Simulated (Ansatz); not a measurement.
## Elastic constants of BN at 15 GPa (stress–strain coefficients): input and output

These are results of DFT PBEsol, scalar-relativistic, plane waves, PAW in Ansatz 0.2.0, not measurements.

Launched with:
```bash
ansatz run input.yaml --threads 1 --pin off --max-ram 3072MiB --backend cpu --events-out ev --progress --plain --runs-dir out
```

Input (bare energies are in eV):
```yaml
crystal:
  lattice:
    - [0.0, 1.7811056316, 1.7811056316]
    - [1.7811056316, 0.0, 1.7811056316]
    - [1.7811056316, 1.7811056316, 0.0]
  atoms:
    - { symbol: B, position: [0.0, 0.0, 0.0] }
    - { symbol: "N", position: [0.75, 0.75, 0.75] }
basis:
  ecutwfc: 420
kpoints:
  mp_grid: { grid: [12, 12, 12] }
hamiltonian:
  xc: pbesol
scf:
  occupations: { method: fixed }
output:
  forces: true
  stress: true
  eigenvalues: true
  polarization: {}
elastic:
  mode: relaxed_ion
  stencil: two_point
```

From the output:
```
--- Elastic constants: 2 strain directions × 2 members + reference (group order 24) ---
  dense FFT box of the reference and of every strained cell: 18×18×18
  strains applied: 11, 23; error gains: componentwise 1.00 (the most a stress slope's error grows in a printed constant), spectral 1.73 (1 for all six strains in a standard setting)
  C = ∂σ_k/∂η_j (tension-positive GPa; Voigt order 11 22 33 23 13 12):
       859.114    228.683    228.683      0.000     -0.000     -0.000
       228.683    859.114    228.683      0.000      0.000      0.000
       228.683    228.683    859.114      0.000      0.000     -0.000
         0.000     -0.000     -0.000    494.365     -0.000      0.000
        -0.000     -0.000     -0.000      0.000    494.365      0.000
        -0.000      0.000      0.000      0.000      0.000    494.365
  reference stress σ⁰ (GPa):    -14.994    -14.994    -14.994     -0.000      0.000     -0.000
  C* (energy form; C + prestress term) asymmetry max|C*_kj − C*_jk| = 2.842e-14 GPa — a small one proves nothing (zero by symmetry where the batch's group is 432, −43m or m−3m); a large one is finite-difference/SCF noise where every solve ...
  moduli (Voigt/Reuss/Hill, GPa): K = 438.83/438.83/438.83   G = 422.71/402.80/412.75   E = 942.69   ν = 0.142
  mechanically stable: yes (min eigenvalue of sym C = 494.37 GPa)
  e, the proper piezoelectric tensor (elastic.mode: relaxed_ion; C/m²; rows x y z; Voigt order 11 22 33 23 13 12):
      -0.00000    0.00000    0.00000    0.60069    0.00000    0.00000
       0.00000    0.00000    0.00000   -0.00000    0.60069   -0.00000
      -0.00000    0.00000   -0.00000    0.00000   -0.00000    0.60069
  ±, each entry's uncertainty from the finite density of the strings (C/m²), an estimate: the size of the correction for it that the entry includes:
       0.00000    0.00000    0.00000    0.00375    0.00000    0.00000
       0.00000    0.00000    0.00000    0.00000    0.00375    0.00000
       0.00000    0.00000    0.00000    0.00000    0.00000    0.00375
  the group's symmetry takes up to 8.1e-9 C/m² out of the measured responses: error of the strings' finite density and of the mesh across them, as far as it breaks the symmetry (raise kpoints.mp_grid and any string_points); the largest step ...
  strain η (Voigt 11):  stress-route row diagonal C_11 = 859.11 GPa, energy-path curvature d²(F+E_count+ΔE)/dδ²/Ω₀ = 860.05 GPa
         δ    σ_11 (GPa) F (eV) n_scf n_hpsi n_pw
    -2.000e-3     -16.7114        -533.8152741       7   26282    229   relax 0 steps, max|allowed force component| 1.04e-16 eV/Å
     2.000e-3     -13.2749        -533.8195189       7   26261    229   relax 0 steps, max|allowed force component| 1.04e-16 eV/Å
  strain η (Voigt 23):  stress-route row diagonal C_44 = 494.37 GPa, energy-path curvature d²(F+E_count+ΔE)/dδ²/Ω₀ = 503.37 GPa
         δ    σ_23 (GPa) F (eV) n_scf n_hpsi n_pw
    -2.000e-3      -0.9887        -533.8174462       5   30849    229   relax 3 steps, max|allowed force component| 8.02e-10 eV/Å
     2.000e-3       0.9887        -533.8174462       5   30828    229   relax 3 steps, max|allowed force component| 5.48e-10 eV/Å
--- Formal polarisation (Berry phase): one branch of a lattice of values; only differences between neighbouring runs are physical ---
  axis mesh electronic ionic p = total spread (rad) least overlap resolved gap  δp at fixed H ≤   (phases in cycles; p mod 1; gap in eV; gap and δp judge the states as solved, not the mesh's step, its ...
  b1    12×12×12       -0.00000000     3.75000000     3.75000000      0.097975         0.9453        8.9765           5.0e-7
  b2    12×12×12        0.00000000     3.75000000     3.75000000      0.097975         0.9453        8.9765           5.0e-7
  b3    12×12×12       -0.00000000     3.75000000     3.75000000      0.097975         0.9453        8.9765           5.0e-7
  quantum along a1:   0.22289773 e/Å² =   357.121537 µC/cm²
  quantum along a2:   0.22289773 e/Å² =   357.121537 µC/cm²
  quantum along a3:   0.22289773 e/Å² =   357.121537 µC/cm²
  P = (  1.18209373,   1.18209373,   1.18209373) e/Å² = ( 1893.922955,  1893.922955,  1893.922955) µC/cm²  (mod the quanta)
```

The run took 23 s on 1 thread of Intel(R) Xeon(R) 6975P-C (Granite Rapids), on a shared host, peak memory 0.34 GiB.